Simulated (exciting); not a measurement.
# V (P6_3/mmc) in exciting: further runs

The runs below take V through single point, with PBE, RPBE.

All numbers are computed with exciting (release sodium); they aren't measurements. Logs are shortened: lines on timing, memory, paths and dates and some standing lists are left out, and cuts for length are marked.

## 1. The structure

The structure is hexagonal, space group P6_3/mmc (No. 194). The conventional cell has a = 2.604 Å, b = 2.604 Å, c = 4.723 Å, α = 90.00°, β = 90.00°, γ = 120.00°. V (site symmetry -6m2) is surrounded by 12 V at 2.60 to 2.80 Å.

This isn't the form of V at room conditions, which is bcc.

## 2. Single point, PBE, collinear spin, ferromagnetic start

input.xml reads:

```xml
<input>
  <title>V</title>
  <structure speciespath="./" tshift="false">
    <crystal scale="1">
      <basevect>0.000000000000 4.921402602081 0.000000000000</basevect>
      <basevect>-4.262059675532 -2.460701300946 0.000000000000</basevect>
      <basevect>0.000000000000 0.000000000000 8.925811434585</basevect>
    </crystal>
    <species speciesfile="V.xml" rmt="2">
      <atom coord="0.333333333300 0.666666666700 0.250000000000" bfcmt="0 0 -8"/>
      <atom coord="0.666666666700 0.333333333300 0.750000000000" bfcmt="0 0 -8"/>
    </species>
  </structure>
  <groundstate do="fromscratch" ngridk="12 12 6" rgkmax="9" gmaxvr="14" lmaxapw="10" lmaxmat="10" lmaxvr="8" xctype="GGA_PBE" stype="Gaussian" swidth="0.00367493" nempty="28" ValenceRelativity="iora*" epsengy="1e-05" epspot="1e-05" maxscl="90" tforce="true" outputlevel="high">
    <spin reducebf="0.5"/>
  </groundstate>
</input>
```

Potentials or basis: all-electron LAPW+lo, shipped species files, valence relativity iora*.

Launch:

```
$ OMP_NUM_THREADS=1 exciting_smp
```

INFO.OUT:

```text
================================================================================
EXCITING SODIUM started
[... 10 lines left out ...]

 Lattice vectors (cartesian) :
      0.0000000000      4.9214026021      0.0000000000
     -4.2620596755     -2.4607013009      0.0000000000
      0.0000000000      0.0000000000      8.9258114346

 Reciprocal lattice vectors (cartesian) :
     -0.7371066791      1.2767062188      0.0000000000
     -1.4742133582      0.0000000000      0.0000000000
      0.0000000000     -0.0000000000      0.7039343541

 Unit cell volume                           :     187.2216759214
 Brillouin zone volume                      :       1.3249011484

 Species :    1 (V)
     parameters loaded from                 :    V.xml
     name                                   :    vanadium
     nuclear charge                         :     -23.00000000
     electronic charge                      :      23.00000000
     atomic mass                            :   92860.67376000
     muffin-tin radius                      :       2.00000000
     # of radial points in muffin-tin       :     350

     atomic positions (lattice) :
       1 :   0.33333333  0.66666667  0.25000000
       2 :   0.66666667  0.33333333  0.75000000

     magnetic fields (cartesian) :
       1 :   0.00000000  0.00000000 -8.00000000
       2 :   0.00000000  0.00000000 -8.00000000

 Total number of atoms per unit cell        :       2

 Spin treatment                             :    spin-polarised
 Global magnetic field (cartesian) :        0.00000000   0.00000000   0.00000000
 collinear magnetisation in z-direction

 Number of Bravais lattice symmetries       :      24
 Number of crystal symmetries               :      12

 k-point grid                               :      12   12    6
 Total number of k-points                   :     100
 k-point set is reduced with crystal symmetries

 R^MT_min * |G+k|_max (rgkmax)              :       9.00000000
 Species with R^MT_min                      :       1 (V)
 Maximum |G+k| for APW functions            :       4.50000000
 Maximum |G| for potential and density      :      14.00000000
 Polynomial order for pseudochg. density    :       9

 G-vector grid sizes                        :      24    24    40
 Total number of G-vectors                  :    8631

 Maximum angular momentum used for
     APW functions                          :      10
     computing H and O matrix elements      :      10
     potential and density                  :       8
     inner part of muffin-tin               :       2

 Total nuclear charge                       :     -46.00000000
 Total electronic charge                    :      46.00000000
 Total core charge                          :      20.00000000
 Total valence charge                       :      26.00000000

 Effective Wigner radius, r_s               :       0.99045914

 Number of empty states                     :      28
 Total number of valence states             :      84

 Maximum Hamiltonian size                   :     339
 Maximum number of plane-waves              :     313
 Total number of local-orbitals             :      26

 Exchange-correlation type                  :      20
     Perdew-Burke-Ernzerhof, Phys. Rev. Lett. 77, 3865 (1996)
     Generalised gradient approximation (GGA)

 Smearing scheme                            :    Gaussian
 Smearing width                             :       0.00367493

 Using multisecant Broyden potential mixing
[... 6 lines left out ...]
* Groundstate module started                                                   *
********************************************************************************
 Output level for this task is set to high

++++++++++++++++++++++++++++++++++++++++++++++++++++++++++++++++++++++++++++++++
[... 5 lines left out ...]
+ SCF iteration number :    1                                                  +
++++++++++++++++++++++++++++++++++++++++++++++++++++++++++++++++++++++++++++++++
 Total energy                               :     -1892.84191147
 _______________________________________________________________
 Fermi energy                               :         0.41893199
 Kinetic energy                             :      1921.39317358
 Coulomb energy                             :     -3723.64703283
 Exchange energy                            :       -88.53271439
 Correlation energy                         :        -2.05533783
 No external B-field energy in total energy
 Sum of eigenvalues                         :     -1100.81716447
 Effective potential energy                 :     -3022.21033806
 Coulomb potential energy                   :     -2904.77770953
 xc potential energy                        :      -117.40570184
 xc effective B-field energy                :        -0.00599980
 External B-field energy                    :         0.00000000
 Non-physical muffin-tin B-field energy     :        -0.02092688
 Hartree energy                             :       536.46896483
 Electron-nuclear energy                    :     -3977.71563919
 Nuclear-nuclear energy                     :      -282.40035847
 Madelung energy                            :     -2271.25817807
 Core-electron kinetic energy               :         0.00000000

 DOS at Fermi energy (states/Ha/cell)       :        71.78762171

 Electron charges :
     core                                   :        20.00000000
     core leakage                           :         0.00000003
     valence                                :        26.00000000
     interstitial                           :         4.88801168
     charge in muffin-tin spheres :
                  atom     1     V          :        20.55599416
                  atom     2     V          :        20.55599416
     total charge in muffin-tins            :        41.11198832
     total charge                           :        46.00000000
[... 835 lines left out ...]
 Electron charges :
     core                                   :        20.00000000
     core leakage                           :         0.00000003
     valence                                :        26.00000000
     interstitial                           :         4.61488760
     charge in muffin-tin spheres :
                  atom     1     V          :        20.69255620
                  atom     2     V          :        20.69255620
     total charge in muffin-tins            :        41.38511240
     total charge                           :        46.00000000

 Moments :
     interstitial                           :         0.00000756
     moment in muffin-tin spheres :
                  atom     1     V          :         0.00001377
                  atom     2     V          :         0.00001377
     total moment in muffin-tins            :         0.00002755
     total moment                           :         0.00003511

 RMS change in effective potential (target) :  0.120485E-07  ( 0.100000E-04)
 Absolute change in total energy   (target) :  0.256265E-05  ( 0.100000E-04)
 Charge distance                   (target) :  0.792890E-08  ( 0.100000E-04)
 Abs. change in max-nonIBS-force   (target) :  0.312693E-08  ( 0.500000E-04)

++++++++++++++++++++++++++++++++++++++++++++++++++++++++++++++++++++++++++++++++
| Convergency criteria checked for the last 2 iterations                       +
| Convergence targets achieved. Performing final SCF iteration                 +
++++++++++++++++++++++++++++++++++++++++++++++++++++++++++++++++++++++++++++++++
 Total energy                               :     -1898.62857696
 _______________________________________________________________
 Fermi energy                               :         0.40146639
 Kinetic energy                             :      1918.46121144
 Coulomb energy                             :     -3726.23449798
 Exchange energy                            :       -88.79955184
 Correlation energy                         :        -2.05573857
 No external B-field energy in total energy
 Sum of eigenvalues                         :     -1102.55346374
 Effective potential energy                 :     -3021.01467518
 Coulomb potential energy                   :     -2903.23270565
 xc potential energy                        :      -117.78196953
 xc effective B-field energy                :        -0.00000000
 External B-field energy                    :         0.00000000
 Non-physical muffin-tin B-field energy     :        -0.00000000
 Hartree energy                             :       540.60143386
 Electron-nuclear energy                    :     -3984.43557338
 Nuclear-nuclear energy                     :      -282.40035847
 Madelung energy                            :     -2274.61814516
 Core-electron kinetic energy               :         0.00000000

 DOS at Fermi energy (states/Ha/cell)       :        79.66200139

 Electron charges :
     core                                   :        20.00000000
     core leakage                           :         0.00000003
     valence                                :        26.00000000
     interstitial                           :         4.61488752
     charge in muffin-tin spheres :
                  atom     1     V          :        20.69255624
                  atom     2     V          :        20.69255624
     total charge in muffin-tins            :        41.38511248
     total charge                           :        46.00000000

 Moments :
     interstitial                           :         0.00000437
     moment in muffin-tin spheres :
                  atom     1     V          :         0.00000781
                  atom     2     V          :         0.00000781
     total moment in muffin-tins            :         0.00001563
     total moment                           :         0.00001999

++++++++++++++++++++++++++++++++++++++++++++++++++++++++++++++++++++++++++++++++
+ Self-consistent loop stopped                                                 +
++++++++++++++++++++++++++++++++++++++++++++++++++++++++++++++++++++++++++++++++
 STATE.OUT is written

--------------------------------------------------------------------------------
- Writing atomic positions and forces                                          -
--------------------------------------------------------------------------------

 Atomic positions (lattice) :
 atom     1   V  :     0.33333333    0.66666667    0.25000000
 atom     2   V  :     0.66666667    0.33333333    0.75000000

 Total atomic forces including IBS (cartesian) :
 atom     1   V  :    -0.00000000   -0.00000000    0.00000127
 atom     2   V  :     0.00000000    0.00000000   -0.00000127

 Atomic force components including IBS (cartesian) :
 atom     1   V  :     0.00000000    0.00000000    0.00000034   HF force
                 :    -0.00000000    0.00000000    0.00000075   core correction
                 :     0.00000000    0.00000000    0.00000018   IBS correction
 atom     2   V  :    -0.00000000   -0.00000000   -0.00000034   HF force
                 :     0.00000000   -0.00000000   -0.00000075   core correction
                 :    -0.00000000    0.00000000   -0.00000018   IBS correction

********************************************************************************
* Groundstate module stopped                                                   *
********************************************************************************

================================================================================
| EXCITING SODIUM stopped                                                      =
================================================================================
```

Wall time 5.4 min (1 thread of Arm Neoverse V2, shared host); peak memory 0.16 GiB.

What came out:

```
Free energy                                       : -51664.3302 eV
Band gap on the k mesh                            : none (metal or under the smearing width)
Net moment                                        : 0.00 μB per cell
All electrons inside the program's atomic spheres : V 20.69 (radii V 2.0 bohr)
Density of states at the Fermi level              : 2.93 states/eV per cell
```

Levels at points of the mesh, in eV from the Fermi level:
Spin up:
| k point | band 9 | band 10 | band 11 | band 12 | band 13 | band 14 | band 15 | band 16 | band 17 | band 18 |
| --- | --- | --- | --- | --- | --- | --- | --- | --- | --- | --- |
| (0.00, 0.00, 0.00) | -6.86 | -3.44 | -0.59 | -0.24 | 0.33 | 0.33 | 0.65 | 0.65 | 1.84 | 1.84 |
| (0.50, 0.00, 0.00) | -2.93 | -2.85 | -2.70 | -0.36 | -0.19 | 0.30 | 0.63 | 2.96 | 3.52 | 3.64 |
| (0.00, 0.00, 0.50) | -5.09 | -5.09 | -1.03 | -1.03 | 0.37 | 0.37 | 0.37 | 0.37 | 2.51 | 2.51 |
| (0.50, 0.00, 0.50) | -3.25 | -3.25 | -1.80 | -1.80 | 1.62 | 1.62 | 1.66 | 1.66 | 3.58 | 3.58 |
Spin down:
| k point | band 11 | band 12 | band 13 | band 14 | band 15 | band 16 |
| --- | --- | --- | --- | --- | --- | --- |
| (0.00, 0.00, 0.00) | -0.59 | -0.24 | 0.33 | 0.33 | 0.65 | 0.65 |
| (0.50, 0.00, 0.00) | -2.70 | -0.36 | -0.19 | 0.30 | 0.63 | 2.96 |
| (0.00, 0.00, 0.50) | -1.03 | -1.03 | 0.37 | 0.37 | 0.37 | 0.37 |
| (0.50, 0.00, 0.50) | -1.80 | -1.80 | 1.62 | 1.62 | 1.66 | 1.66 |

Caveat: the log's total energy holds no entropy term; the free energy is that total less TS from the occupations; the starting moments collapsed, and a magnetic state may lie lower.

## 3. Single point, RPBE, collinear spin, ferromagnetic start

Edit input.xml of step 2 so:

```diff
@@ -13,3 +13,4 @@
   </structure>
-  <groundstate do="fromscratch" ngridk="12 12 6" rgkmax="9" gmaxvr="14" lmaxapw="10" lmaxmat="10" lmaxvr="8" xctype="GGA_PBE" stype="Gaussian" swidth="0.00367493" nempty="28" ValenceRelativity="iora*" epsengy="1e-05" epspot="1e-05" maxscl="90" tforce="true" outputlevel="high">
+  <groundstate do="fromscratch" ngridk="12 12 6" rgkmax="9" gmaxvr="14" lmaxapw="10" lmaxmat="10" lmaxvr="8" stype="Gaussian" swidth="0.00367493" nempty="28" ValenceRelativity="iora*" epsengy="1e-05" epspot="1e-05" maxscl="90" tforce="true" outputlevel="normal">
+    <libxc exchange="XC_GGA_X_RPBE" correlation="XC_GGA_C_PBE"/>
     <spin reducebf="0.5"/>
```

Potentials or basis: all-electron LAPW+lo, shipped species files, valence relativity iora*.

Launch:

```
$ OMP_NUM_THREADS=1 exciting_smp
```

Run time: 4.9 min. Hardware: 1 thread of Arm Neoverse V2, shared host; peak memory 0.16 GiB.

The run converged. Its results:

```
Free energy                                       : -51673.1749 eV
Band gap on the k mesh                            : none (metal or under the smearing width)
Net moment                                        : 0.00 μB per cell
All electrons inside the program's atomic spheres : V 20.69 (radii V 2.0 bohr)
Density of states at the Fermi level              : 2.98 states/eV per cell
```

Levels at points of the mesh, in eV from the Fermi level:
Spin up:
```csv
k point,band 11,band 12,band 13,band 14,band 15,band 16
"(0.00, 0.00, 0.00)",-0.59,-0.27,0.34,0.34,0.65,0.65
"(0.50, 0.00, 0.00)",-2.70,-0.35,-0.21,0.30,0.64,2.97
"(0.00, 0.00, 0.50)",-1.03,-1.03,0.38,0.38,0.38,0.38
"(0.50, 0.00, 0.50)",-1.79,-1.79,1.60,1.60,1.67,1.67
```
Spin down:
```
           k point  band 11  band 12  band 13  band 14  band 15  band 16
(0.00, 0.00, 0.00)    -0.59    -0.27     0.34     0.34     0.65     0.65
(0.50, 0.00, 0.00)    -2.70    -0.35    -0.21     0.30     0.64     2.97
(0.00, 0.00, 0.50)    -1.03    -1.03     0.38     0.38     0.38     0.38
(0.50, 0.00, 0.50)    -1.79    -1.79     1.60     1.60     1.67     1.67
```

Caveat: the log's total energy holds no entropy term; the free energy is that total less TS from the occupations; the starting moments collapsed, and a magnetic state may lie lower.
